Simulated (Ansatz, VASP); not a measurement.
**One calculation of InPd, two programs**

File INCAR:

```
  ALGO = Fast
  EDIFF = 1E-6
  ENCUT = 520
  GGA = PS
  ISIF = 2
  ISMEAR = 0
  LASPH = T
  LCHARG = F
  LREAL = F
  LWAVE = F
  NBANDS = 18
  NELM = 100
  PREC = Accurate
  SIGMA = 0.15
```

File KPOINTS:

```
k-points
0
Gamma
  16 16 16
```

Contents of POSCAR:

```
InPd
1.0
    3.4625288945      0.8656322236      0.8656322236
    0.8656322236      3.4625288945      0.8656322236
    0.8656322236      0.8656322236      3.4625288945
In Pd
1 1
Direct
    0.0000000000      0.0000000000      0.0000000000
    0.5000000000      0.5000000000      0.5000000000
```

Input for Ansatz:

```yaml
crystal:
  lattice:
    - [3.4625288945, 0.8656322236, 0.8656322236]
    - [0.8656322236, 3.4625288945, 0.8656322236]
    - [0.8656322236, 0.8656322236, 3.4625288945]
  atoms:
    - { symbol: In, position: [0.0, 0.0, 0.0] }
    - { symbol: Pd, position: [0.5, 0.5, 0.5] }
basis:
  ecutwfc: 420
kpoints:
  mp_grid: { grid: [16, 16, 16] }
hamiltonian:
  xc: pbesol
scf:
  occupations: { method: gaussian, width: 0.15 }
output:
  forces: true
  stress: true
  eigenvalues: true
```

Alike in both runs: task single point; functional PBEsol; k mesh 16 × 16 × 16; occupations gaussian, width 0.15 eV; no spin polarisation.

|  | VASP | Ansatz |
| --- | --- | --- |
| version | VASP 6.6.1 | Ansatz 0.2.0 |
| potentials or method | VASP PAW PBE potentials, release 64 (In_d, Pd) | scalar-relativistic, plane waves, PAW |
| plane-wave cutoff (eV) | 520 | 420 |
| valence electrons in the cell | 23 | 31 |

Ansatz gave:

* gap on the k mesh at the Fermi level (eV): none
* pressure (GPa): 15.2

**Question.** What did VASP give for the same quantities?

**Answer.** gap on the k mesh at the Fermi level (eV): none; pressure (GPa): 15.5.

A gap of «none» marks a metal or a gap that the smearing closes. The two sets of potentials don't hold the same shells in valence.

Caveats: so large a pressure means that the cell lies far from this level's equilibrium, or that cutoff or potentials fall short (VASP); the potentials were made for another functional, which shifts forces and pressure (VASP).
